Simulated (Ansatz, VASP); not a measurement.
## Two plane-wave programs on Pt

The input INCAR:

```
ALGO = Fast
EDIFF = 1E-6
ENCUT = 520
GGA = PS
ISIF = 2
ISMEAR = 0
LASPH = True
LCHARG = False
LREAL = False
LWAVE = False
NBANDS = 11
NELM = 60
PREC = Accurate
SIGMA = 0.15
```

Contents of KPOINTS:

```
k-points
0
Gamma
  26 26 26
```

Contents of POSCAR:

```
Pt
1.0
   -1.5370635422      1.5370635422      1.5370635422
    1.5370635422     -1.5370635422      1.5370635422
    1.5370635422      1.5370635422     -1.5370635422
Pt
1
Direct
    0.0000000000      0.0000000000      0.0000000000
```

Input for Ansatz:

```yaml
crystal:
  lattice:
    - [-1.5370635422, 1.5370635422, 1.5370635422]
    - [1.5370635422, -1.5370635422, 1.5370635422]
    - [1.5370635422, 1.5370635422, -1.5370635422]
  atoms:
    - { symbol: Pt, position: [0.0, 0.0, 0.0] }
basis:
  ecutwfc: 420
kpoints:
  mp_grid: { grid: [26, 26, 26] }
hamiltonian:
  xc: pbesol
scf:
  occupations: { method: gaussian, width: 0.15 }
output:
  forces: true
  stress: true
  eigenvalues: true
```

Change from the starting cell: strain -0.015 along x and y, -0.015 along z, atoms carried along.

Alike in both runs: task single point; functional PBEsol; k mesh 26 × 26 × 26; occupations gaussian, width 0.15 eV; no spin polarisation.

|  | VASP | Ansatz |
| --- | --- | --- |
| version | VASP 6.6.1 | Ansatz 0.2.0 |
| potentials or method | VASP PAW PBE potentials, release 64 (Pt) | scalar-relativistic, plane waves, PAW |
| plane-wave cutoff (eV) | 520 | 420 |
| valence electrons in the cell | 10 | 18 |

```csv
,VASP,Ansatz,Ansatz less VASP
gap on the k mesh at the Fermi level (eV),none,none,-
pressure (GPa),14.0,14.3,+0.31
```

A gap of «none» marks a metal or a gap that the smearing closes. The two sets of potentials don't hold the same shells in valence.

Caveats: the PAW data sets were made with another functional, which shifts forces and pressure a little (VASP). The runs have no spin-orbit coupling, so splittings on Pt are missing.
